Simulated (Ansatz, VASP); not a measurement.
# One calculation of LiF, two programs

Contents of POSCAR:

```
LiF
1.0
    2.5472084227      0.0000000000      0.0000000000
    0.0000000000      2.5162584438      0.0000000000
    0.0000000000      0.0000000000      2.5162584438
Li F
1 1
Direct
    0.0000000000      0.0000000000      0.0000000000
    0.5000000000      0.5000000000      0.5000000000
```

INCAR.step1

```
SYSTEM = LiF
PREC     = Accurate       ! precision mode
ENCUT    = 520            ! plane-wave cutoff, eV
ISMEAR   = 0              ! smearing method
SIGMA    = 0.01           ! smearing width, eV
LREAL    = .FALSE.        ! projectors in reciprocal space
LASPH    = .TRUE.         ! aspherical terms in the spheres
NELM     = 100            ! most SCF steps
NBANDS   = 12             ! bands
GGA      = PE             ! functional
ALGO     = Normal         ! electronic algorithm
EDIFF    = 1E-4           ! SCF threshold, eV
LWAVE    = .TRUE.         ! write WAVECAR
LCHARG   = .FALSE.        ! write CHGCAR
```

INCAR.step2

```
SYSTEM = LiF
PREC     = Accurate       ! precision mode
ENCUT    = 520            ! plane-wave cutoff, eV
EDIFF    = 1E-7           ! SCF threshold, eV
ISMEAR   = 0              ! smearing method
SIGMA    = 0.01           ! smearing width, eV
LREAL    = .FALSE.        ! projectors in reciprocal space
LASPH    = .TRUE.         ! aspherical terms in the spheres
NELM     = 100            ! most SCF steps
ALGO     = Normal         ! electronic algorithm
ISIF     = 2              ! what is computed and relaxed
LWAVE    = .FALSE.        ! write WAVECAR
LCHARG   = .FALSE.        ! write CHGCAR
METAGGA  = R2SCAN         ! meta-GGA
LMIXTAU  = .TRUE.       
NBANDS   = 12             ! bands
ISTART   = 1
```

The input KPOINTS:

```
Automatic mesh
0
G
  10 10 10
  0 0 0
```

Input for Ansatz:

```yaml
crystal:
  lattice:
    - [2.5472084227, 0.0, 0.0]
    - [0.0, 2.5162584438, 0.0]
    - [0.0, 0.0, 2.5162584438]
  atoms:
    - { symbol: Li, position: [0.0, 0.0, 0.0] }
    - { symbol: F, position: [0.5, 0.5, 0.5] }
kpoints:
  mp_grid: { grid: [10, 10, 10] }
  band_path:
    path:
      - [0.0, 0.0, 0.0]
      - [0.0, 0.5, 0.0]
      - [0.5, 0.5, 0.0]
      - [0.5, 0.5, 0.5]
      - [0.5, 0.0, 0.5]
    npoints: 1
hamiltonian:
  xc: r2scan
scf:
  occupations: { method: fixed }
  n_extra_bands: 4
output:
  forces: true
  stress: true
  eigenvalues: true
```

Change from the starting cell: uniaxial_x strain +1.2%.

Alike in both runs: task single point; functional r2SCAN; k mesh 10 × 10 × 10; no spin polarisation.

|  | VASP | Ansatz |
| --- | --- | --- |
| version | VASP 6.6.1 | Ansatz 0.2.0 |
| potentials or method | VASP PAW PBE potentials, release 64 (Li_sv, F) | plane waves, PAW |
| plane-wave cutoff (eV) | 520 | 500 |
| occupations | gaussian, width 0.01 eV | fixed |
| valence electrons in the cell | 10 | 10 |

```csv
,VASP,Ansatz,Ansatz less VASP
gap on the k mesh at the Fermi level (eV),8.96,8.77,-0.192
```

 A k mesh can miss the band edges.
